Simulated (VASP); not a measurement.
## CaO in VASP 6.6.1, single-point calculation

INCAR

```
ENCUT = 520
PREC = Accurate
NBANDS = 15
NELM = 75
IBRION = -1
ISMEAR = 0
ISIF = 2
LCHARG = .FALSE.
LWAVE = .FALSE.
GGA = PS
NSW = 0
LASPH = .TRUE.
ISYM = 0
LREAL = .TRUE.
SIGMA = 0.01
EDIFF = 1E-7
```

KPOINTS

```
KPOINTS created by Atomic Simulation Environment
0
Monkhorst-Pack
4 4 4
0 0 0
```

POSCAR

```
Ca O
 1.0000000000000000
    -0.0000000000000000    2.3975501229068663    2.3975501229068663
     2.3975501229068663   -0.0000000000000000    2.3975501229068663
     2.3975501229068663    2.3975501229068663   -0.0000000000000000
 Ca  O
   1   1
Cartesian
  0.0000000000000000  0.0000000000000000  0.0000000000000000
  2.3975501229068663  2.3975501229068663  2.3975501229068663
```

The recommended PBE PAW datasets give the neutral cell 16 valence electrons.

Command

```
mpirun -np 1 vasp_std
```

OSZICAR

```
N       E                     dE             d eps       ncg     rms          rms(c)
DAV:   1     0.120495438904E+03    0.12050E+03   -0.83703E+03  3840   0.109E+03
DAV:   2    -0.984230409629E+01   -0.13034E+03   -0.12187E+03  4806   0.288E+02
DAV:   3    -0.147879500494E+02   -0.49456E+01   -0.49145E+01  4661   0.579E+01
DAV:   4    -0.149176156460E+02   -0.12967E+00   -0.12960E+00  5353   0.845E+00
DAV:   5    -0.149192183354E+02   -0.16027E-02   -0.16027E-02  4654   0.825E-01    0.806E+00
DAV:   6    -0.134992033319E+02    0.14200E+01   -0.43073E+00  4435   0.209E+01    0.355E+00
DAV:   7    -0.134155670466E+02    0.83636E-01   -0.36098E-01  4260   0.630E+00    0.177E+00
DAV:   8    -0.133998967716E+02    0.15670E-01   -0.70448E-02  5016   0.288E+00    0.386E-01
DAV:   9    -0.133987761075E+02    0.11207E-02   -0.45886E-03  4092   0.565E-01    0.102E-01
DAV:  10    -0.133991610638E+02   -0.38496E-03   -0.50174E-04  4988   0.258E-01    0.501E-02
DAV:  11    -0.133991315807E+02    0.29483E-04   -0.39778E-05  4996   0.892E-02    0.650E-03
DAV:  12    -0.133991309879E+02    0.59282E-06   -0.70661E-06  4428   0.293E-02    0.428E-03
DAV:  13    -0.133991310330E+02   -0.45107E-07   -0.46213E-07  4533   0.809E-03
   1 F= -.13399131E+02 E0= -.13399131E+02  d E =-.343882E-28
```

Standard output (part)

```
POSCAR found type information on POSCAR CaO
 POSCAR found :  2 types and       2 ions
|     You have a (more or less) 'small supercell' and for smaller cells       |
|     it is recommended to use the reciprocal-space projection scheme!        |
|     The real-space optimization is not efficient for small cells and it     |
|     is also less accurate ...                                               |
|     Therefore, set LREAL=.FALSE. in the INCAR file.                         |
|     The real-space projection scheme for the treatment of the non-local     |
|     real-space optimization of all non-local projectors! BE WARNED that     |
|     a calculation using the real-space projection scheme together with      |
|     non-local projectors which were not real-space optimized (according     |
|     to the plane-wave cutoff used in this calculation) might give more      |
|     or less inaccurate results. I hope you know what you are doing.         |
 LDA part: xc-table for (Slater+PW92), standard interpolation
 POSCAR, INCAR and KPOINTS ok, starting setup
 WAVECAR not read
 entering main loop
```

From OUTCAR

```
k-points           NKPTS =    128   k-points in BZ     NKDIM =    128   number of bands    NBANDS=     15

   NELECT =      16.0000    total number of electrons

   dimension x,y,z NGX =    28 NGY =   28 NGZ =   28
   dimension x,y,z NGXF=    56 NGYF=   56 NGZF=   56

  energy-cutoff  :      520.00
  volume of cell :       27.56
      direct lattice vectors                 reciprocal lattice vectors
     0.000000000  2.397550123  2.397550123    -0.208546214  0.208546214  0.208546214
     2.397550123  0.000000000  2.397550123     0.208546214 -0.208546214  0.208546214
     2.397550123  2.397550123  0.000000000     0.208546214  0.208546214 -0.208546214

 k-points in reciprocal lattice and weights: KPOINTS created by Atomic Simulation Env
   0.12500000  0.12500000  0.12500000       0.008
   0.12500000  0.00000000  0.00000000       0.008
   0.00000000  0.00000000 -0.12500000       0.008
   0.00000000  0.12500000  0.00000000       0.008
   0.37500000  0.12500000  0.12500000       0.008
   0.12500000  0.37500000  0.12500000       0.008
   0.12500000  0.12500000  0.37500000       0.008
   0.12500000  0.00000000 -0.25000000       0.008
   ...

 E-fermi :   2.0952

 k-point     1 :       0.1250    0.1250    0.1250
  band No.  band energies     occupation
      1     -35.1059      2.00000
      2     -16.1879      2.00000
      3     -15.9659      2.00000
      4     -15.9659      2.00000
      5     -12.9823      2.00000
      6       1.6829      2.00000
      7       2.0193      2.00000
      8       2.0193      2.00000
      9       7.5469      0.00000
     10       8.3967      0.00000
     11       8.7164      0.00000
     12       8.7164      0.00000
     13      10.3710      0.00000
     14      10.3710      0.00000
     15      17.7298      0.00000

 k-point     2 :       0.1250    0.0000    0.0000
  band No.  band energies     occupation
      1     -35.1059      2.00000
      2     -16.1879      2.00000
      3     -15.9659      2.00000
      4     -15.9659      2.00000
      5     -12.9823      2.00000
      6       1.6829      2.00000
      7       2.0193      2.00000
      8       2.0193      2.00000
      9       7.5469      0.00000
     10       8.3967      0.00000
     11       8.7164      0.00000
     12       8.7164      0.00000
     13      10.3710      0.00000
     14      10.3710      0.00000
     15      17.7298      0.00000

 k-point     3 :       0.0000    0.0000   -0.1250
  band No.  band energies     occupation
      1     -35.1059      2.00000
      2     -16.1879      2.00000
      3     -15.9659      2.00000
      4     -15.9659      2.00000
      5     -12.9823      2.00000
      6       1.6829      2.00000
      7       2.0193      2.00000
      8       2.0193      2.00000
      9       7.5469      0.00000
     10       8.3967      0.00000
     11       8.7164      0.00000
     12       8.7164      0.00000
     13      10.3710      0.00000
     14      10.3710      0.00000
     15      17.7298      0.00000

 ...

  Total        0.1399801      0.1399808      0.1399799      0.0000026      0.0000027      0.0000023
  in kB        8.1366178      8.1366559      8.1366014      0.0001540      0.0001577      0.0001344
  external PRESSURE =       8.1366250 kB  Pullay stress =       0.0000000 kB

 POSITION                                       TOTAL-FORCE (eV/Angst)
 -----------------------------------------------------------------------------------
      0.00000      0.00000      0.00000         0.000000      0.000000      0.000000
      2.39755      2.39755      2.39755        -0.000000     -0.000000     -0.000000
 -----------------------------------------------------------------------------------
    total drift:                                0.000000     -0.000000     -0.000001

  FREE ENERGIE OF THE ION-ELECTRON SYSTEM (eV)
  ---------------------------------------------------
  free  energy   TOTEN  =       -13.3991310330 eV

  energy  without entropy=      -13.3991310330  energy(sigma->0) =      -13.39913103
```

It converged. Results: gap between bands v and c on the k mesh 4.26 eV; least direct gap on the k mesh 4.56 eV; pressure 0.8 GPa. Band v is the last that the valence electrons fill when counted band by band, and c is the next.

These settings aren't sound, so the numbers aren't properties of the crystal. The shifted mesh misses Γ, so a band edge there is missed.

On sound settings PBEsol gives a gap of 3.53 eV on its mesh and a pressure of -1.4 GPa for the intended cell.

The run took about 38 s on one core of a shared host (Intel Xeon 6975P-C) and held 0.16 GiB at most.
